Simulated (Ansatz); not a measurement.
Input of an Ansatz 0.2.0 run:

The input input.yaml:

```yaml
crystal:
  lattice:
    - [3.48, 0.0, 0.0]
    - [-1.74, 3.0137684052, 0.0]
    - [0.0, 0.0, 5.59]
  atoms:
    - { symbol: Pb, position: [0.6666666667, 0.3333333333, 0.75] }
    - { symbol: Pb, position: [0.3333333333, 0.6666666667, 0.25] }
hamiltonian:
  xc: pbe
  pseudopotentials: { kind: paw }
kpoints:
  mp_grid: { grid: [9, 9, 5] }
scf:
  occupations: { method: fermi_dirac, width: 0.05 }
output:
  forces: true
  stress: true
  eigenvalues: true
relax:
  f_tol: 0.01
  max_steps: 40
```

Potentials or basis: Ansatz PAW.

Launch:

```bash
$ ansatz run input.yaml --threads 2 --pin off --max-ram 5632MiB --backend cpu --events-out ev --progress --plain --runs-dir out
```

Question: What does it give for the band gap on the k mesh?

Answer: None (metal or under the smearing width).

Stress tensor (GPa, compression positive):
```
2.84 0.00 0.00
0.00 2.84 0.00
0.00 0.00 6.73
```

Caveat: the relaxation stopped at its first step, so nothing moved; the thresholds are loose for stress. Spin-orbit coupling is left out, which matters for the levels of Pb.
